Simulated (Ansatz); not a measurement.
# AlAs: the cost of one run

Method: DFT PBEsol, scalar-relativistic, in Ansatz 0.2.0.

### 1 Starting point

Symmetry: F-43m, No. 216, cubic system. The conventional cell has a = 5.661 Å, b = 5.661 Å, c = 5.661 Å, α = 90.00°, β = 90.00°, γ = 90.00°. Around Al (site symmetry -43m) lie 4 As at 2.45 Å. As (site symmetry -43m) is surrounded by 4 Al at 2.45 Å.

Coordinates:

```
Al As
1.0
     0.00000    2.83040    2.83040
     2.83040    0.00000    2.83040
     2.83040    2.83040    0.00000
Al As
1 1
Direct
  0.00000 0.00000 0.00000
  0.75000 0.75000 0.75000
```

Atoms are numbered in the order of the input: Al1, As2.

### 2 Volume × 0.96, LAPW

input.yaml reads:

```yaml
crystal:
  lattice:
    - [0.0, 2.7921466621, 2.7921466621]
    - [2.7921466621, 0.0, 2.7921466621]
    - [2.7921466621, 2.7921466621, 0.0]
  atoms:
    - { symbol: Al, position: [0.0, 0.0, 0.0] }
    - { symbol: As, position: [0.75, 0.75, 0.75] }
kpoints:
  mp_grid: { grid: [11, 11, 11] }
  band_path:
    path:
      - [0.0, 0.0, 0.0]
      - [-0.5, -0.5, 0.0]
      - [-0.375, -0.375, 0.25]
      - [-0.375, 0.0, 0.375]
      - [0.0, 0.0, 0.0]
      - [0.0, 0.0, 0.5]
      - [-0.5, -0.25, 0.25]
      - [-0.5, -0.5, 0.0]
    npoints: 5
scf:
  occupations: { method: fermi_dirac, width: 0.05 }
hamiltonian:
  xc: pbesol
  pseudopotentials: { kind: all_electron, lapw: { basis_error: 0.001 } }
output:
  forces: true
  stress: true
  eigenvalues: true
```

Launch:

```bash
ansatz run input.yaml --threads 1 --pin off --max-ram 3072MiB --backend cpu --events-out ev --progress --plain --runs-dir out
```

**Question.** How long does this run take on 1 thread of Intel Xeon Platinum 8488C (Sapphire Rapids), shared host, and how much memory does it need?

About 16 s, with a peak of 0.34 GiB.
